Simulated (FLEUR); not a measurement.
# Fe under changes of volume

One of the cells (12.019 Å³/atom); the others are scaled copies at fixed shape and fractional positions:

```xyz
1
Lattice="-1.4430 1.4430 1.4430 1.4430 -1.4430 1.4430 1.4430 1.4430 -1.4430" Properties=species:S:1:pos:R:3 pbc="T T T"
Fe    0.0000    0.0000    0.0000
```

* Program: FLEUR MaX-R8.1 (later development tree)
* Functional: BLYP
* Potentials or basis: all-electron
* Basis: FLAPW
* Kmax: 4.58 1/bohr
* k mesh: 13 × 13 × 13
* Occupations: fermi-dirac, width 0.05 eV
* Spin: collinear spin, ferromagnetic start
* Starting moments: [3.0] μB

| volume (Å³/atom) | energy over the lowest point (meV/atom) | moment (μB per cell) |
| --- | --- | --- |
| 11.298 | 9.60 | 2.09 |
| 11.538 | 0.70 | 2.12 |
| 12.019 | 0.00 | 2.20 |
| 12.499 | ? | ? |
| 12.740 | 27.41 | 2.40 |

Problem. What does the run at 12.499 Å³/atom give?

Solution. Energy over the lowest point 15.51 meV/atom; moment 2.33 μB per cell.

Worked out: A Birch-Murnaghan fit of order 2 (a polynomial in V^(-2/3)) to the other rows has its minimum at 11.82 Å³/atom with B0 = V·E''(V) = 147 GPa. It gives 14.69 meV/atom at 12.499 Å³/atom, against the run's 15.51. A parabola through the other rows of the moment, of slope 0.296 μB per Å³/atom there, gives 2.32 μB, against the run's 2.33.

Energies are extrapolated to zero smearing.
